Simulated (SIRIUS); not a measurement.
Runs of SIRIUS 7.10.0 on Si. It takes space group P6_422 (No. 181, hexagonal). Conventional cell: a = 3.906 Å, b = 3.906 Å, c = 4.117 Å, α = 90.00°, β = 90.00°, γ = 120.00°. Si (site symmetry 222) has 4 Si at 2.39 Å as nearest neighbours. The cell was built by a generator and needn't be a form met in nature.

```tsv
level	gap on the mesh (eV)	pressure (GPa)	relaxed volume (Å³/atom)
revPBE+D3	0.28	0.0	17.92
revPBE	0.34	0.0	(c)
revPBE+D4	(a)	0.0	(b)
revPBE+D3(BJ)	0.06	0.1	17.06
```

Alike in all rows: task relaxation of cell and atoms; potentials or basis PseudoDojo 0.4.1 PBE standard (scalar relativistic); no spin polarisation; cell relaxed; k mesh 6 × 6 × 5; cutoff (eV) 490; smearing fermi-dirac 0.05 eV.

Fill in the values left out.

(a) 0.09; (b) 17.14; (c) 18.18.

Caveats: the potentials were made for another functional, which shifts forces and pressure; an odd mesh through Γ misses points on the zone boundary, where band edges often lie.

Not every run made on this cell is shown here.
